It seems natural to read a crystal's stiffness at the volume where its calculated energy is lowest. A functional that describes solids well should then err by much the same small percentage everywhere. The table, computed in this way with the gradient-corrected WC functional in the all-electron program FLEUR, shows something else. SiC, GaP and diamond lie within 3 % of the measured bulk modulus, while all four metals come out too stiff, copper by 21 %.

Nine crystals computed with FLEUR, namely Al, diamond, HgSe and CdTe with MaX-R8.1 (patched build s14) and Cu, Rh, Ta, SiC and GaP with a later development tree, all using the WC functional and an all-electron FLAPW basis, without spin polarisation or spin-orbit coupling and with 0.05 eV Fermi-Dirac smearing. The computed bulk modulus is that at the energy minimum of an equation of state fitted to five volumes within 6 % of the given cell's. The measured values were read out of the cited papers by a program, and a few in a hundred may be wrong or belong to imperfect samples.

```tsv
formula	space group	volume of the given cell (Å³/atom)	potentials or basis	k-mesh	computed bulk modulus (GPa)	measured bulk modulus (GPa)	what was measured, and how	source	computed over measured, less one (%)
CdTe	F-43m	32.92	all electron	7x7x7	47.6	42	B0 of zincblende phase; high-pressure XRD; powder	arXiv:2306.14539 (2023)	13.3
HgSe	F-43m	28.07	all electron	8x8x8	47.3	51.6	B0, with B1 = 2.60; high-pressure elastic constant measurement; bulk crystal	arXiv:cond-mat/0209548 (2002)	-8.3
Al	Fm-3m	16.60	all electron	11x11x11	81.3	76.9	bulk modulus; literature experiment; bulk crystal	pmc:3831299 (2013)	5.7
GaP	F-43m	20.24	all electron	8x8x8	85.2	87.5	zero-pressure bulk modulus, 3rd-order Birch-Murnaghan fit with K' fixed at 4.5; single-crystal XRD in diamond anvil cell; bulk crystal	arXiv:1709.06667 (2017)	-2.6
Cu	Fm-3m	11.81	all electron	13x13x13	168.6	139	from linear fit of volume against pressure, 5 to 33 MPa; synchrotron powder XRD under pressure; powder	pmc:10161880 (2023)	21.3
Ta	Im-3m	18.01	all electron	11x11x11	211.7	194	experimental value at ambient conditions; not stated; bulk crystal	arXiv:1910.08312 (2019)	9.1
SiC	F-43m	10.35	all electron	10x10x10	221.2	225	bulk modulus B; quoted earlier experiment; bulk crystal	pmc:9505936 (2022)	-1.7
Rh	Fm-3m	13.67	all electron	12x12x12	292.5	264	K0 from ultrasound; ultrasound; bulk crystal	pmc:11535440 (2024)	10.8
C	Fd-3m	5.67	all electron	13x13x13	450.2	442	B0 from ultrasound; ultrasonic measurement; bulk crystal	arXiv:cond-mat/0702656 (2007)	1.9
```

The bulk modulus $B$ is the pressure needed per unit of relative volume decrease, and it depends on the volume at which it is taken. A diatomic molecule shows why: push its atoms together and the repulsion between their electron clouds steepens, so that the bond becomes stiffer. The likeness ends there, since a crystal changes all its bonds at once and the molecule doesn't tell how fast the stiffness grows. It does give the direction: a functional that makes a crystal too small will also tend to make it too stiff.

For small compressions $B$ rises in proportion to the pressure $P$, so $B=B_0+B'P$, where $B_0$ belongs to the energy minimum at volume $V_0$ and $B'$ is a pure number. Together with the definition $B=-V\,dP/dV$ this integrates to

$$B(V)=B_0\left(\frac{V_0}{V}\right)^{B'}.$$

In the seven rows with sound fits $B'$ averages about 4.5, so each per cent of missing volume adds some 4 to 5 % of stiffness. An error in volume thus returns several times larger in the bulk modulus.

Two limits follow. If the functional's only error acts like a constant extra pressure, which moves the minimum but leaves the curvature of the energy right at each volume, reading $B$ at the measured volume removes the whole error. If it already has the right volume, the two readings coincide, and whatever error remains has another source.

Copper is close to the first limit. Its minimum lies 3.8 % below the volume of the given cell, which is close to the measured one, and its own energy curve has $B'\approx5.2$. Hence $B\approx168.6\times0.962^{5.2}\approx138$ GPa, against 139 GPa measured, a value that doesn't enter the estimate. For a copper interconnect held rigidly by its surroundings, the hydrostatic stress at a given mismatch in volume is proportional to $B$. The reading at the minimum would therefore overstate that stress by the same 21 %.

Rhodium is closer to the second limit. Its minimum lies only 0.5 % below the given cell, and the change of reading removes about 8 of the 28 GPa by which it is too stiff. The given cell is itself roughly half a per cent smaller than the measured crystal, so a reading at the measured volume would remove more, but not all. The rest may lie in the functional's energy curve, in the mesh and basis, whose convergence wasn't tested, or in the single measured value; the table can't decide between them. The metals thus don't all owe their excess to the same cause, but the volume is the first thing to compare.

Not all of the contraction is the functional's fault. The calculation describes atoms at rest, whereas a measured crystal is swollen by heat and zero-point motion, in aluminium by roughly 2 % in volume. That is about as much as the calculated contraction of aluminium, so its excess stiffness needs no fault of the functional. Copper contracts more than such motion would explain, which points to the functional as well.

The analysis printed below applies the formula to every row, with $V_0$ and $B'$ from that row's energy curve. Over the seven sound rows the root-mean-square error relative to measurement falls from 10 to 4 %. Copper accounts for much of this gain: without it the fall is only from 6.4 to 4.4 %. GaP and, slightly, SiC even get worse, and GaP ends 5 % too soft.

The two softest solids, CdTe and HgSe, need a better scan before either reading is trusted. Their fitted $B'$, 1.3 and 7.4, are implausible. An off-centre scan alone doesn't explain this, since copper's minimum lies at least as far from the middle of its scan and still gives a smooth fit. Relative to their small stiffness, however, the energies of CdTe and HgSe scatter more about the fitted curve than those of any other row. This may be numerical noise or an electronic state that changes along the scan. The program build alone doesn't explain it, since aluminium and diamond were run with the same one and give sound fits. Imposing the average $B'$ of the other rows moves CdTe from 48 to 42 GPa, which shows how loosely the energies hold the result, though up to about 3 GPa of this step may come from the rounding of the printed energies. The given cell is no refuge for CdTe, because it is itself a few per cent smaller than the measured crystal. In HgSe the omitted spin-orbit coupling is a further, untested source of error, as it is in CdTe and tantalum.

The choice then depends on the accuracy required. To rank solids spaced as widely in stiffness as most of these, the reading at the minimum is enough: it reproduces the measured order except for CdTe and HgSe, which change places. For a metal wanted to about 5 %, the step between the readings matters, since it is 18 % in copper and 7 to 9 % in tantalum and aluminium. There the reading at a measured volume is the better choice, though rhodium, still 8 % too stiff at its given cell, shows that a change of reading is no guarantee.

The reading at a measured volume costs no extra calculation, because both readings come from the same five energies. If only the stiffness at a known volume is wanted, three energies suffice, or about 60 % of the work. CdTe and HgSe need a new scan, centred on the minimum and with tighter settings to see whether the scatter shrinks, and this would cost more than the first.

Printed output of the fit:

```
Own minimum against given cell:
   row  minimum volume over given volume less one (%)  B at given cell (GPa)  B from three energies (GPa)  step between readings (%)  error at given cell (%)
  CdTe                                          3.655                  49.87                        50.02                       4.77                    18.74
  HgSe                                          2.912                  58.57                        57.08                      23.84                    13.52
    Al                                         -2.001                   74.3                        74.88                     -8.615                   -3.386
   GaP                                         -0.639                  82.78                        83.56                     -2.843                   -5.397
    Cu                                         -3.831                  137.4                        138.3                     -18.48                   -1.123
    Ta                                         -1.687                  196.1                        197.7                     -7.362                     1.09
   SiC                                        -0.1598                  219.8                        221.8                    -0.6171                   -2.296
    Rh                                         -0.511                    285                        286.5                     -2.572                    7.945
     C                                         -1.016                  433.9                        436.2                     -3.629                   -1.841
rms error of the seven sound rows at own minimum (%): 9.992
rms error of the seven sound rows at given cell (%): 4.05
the same without Cu at own minimum (%): 6.393
the same without Cu at given cell (%): 4.351
mean absolute error of four metals at own minimum (%): 11.73
mean absolute error of four metals at given cell (%): 3.386
mean absolute error of SiC GaP and diamond at own minimum (%): 2.067
mean absolute error of SiC GaP and diamond at given cell (%): 3.178
Cu excess over measurement at own minimum (GPa): 29.6
Cu drop on going to given cell (GPa): 31.16
Rh excess over measurement at own minimum (GPa): 28.5
Rh drop on going to given cell (GPa): 7.524
mean pressure derivative of the seven sound rows: 4.465
CdTe B at minimum with that derivative imposed (GPa): 41.87
HgSe B at minimum with that derivative imposed (GPa): 49.01
largest rounding error of these from printed energies in curvature (GPa): 3.171
largest miss of this route against the full fit in sound rows (%): 3.629
energies needed for curvature alone over full scan: 0.6
```
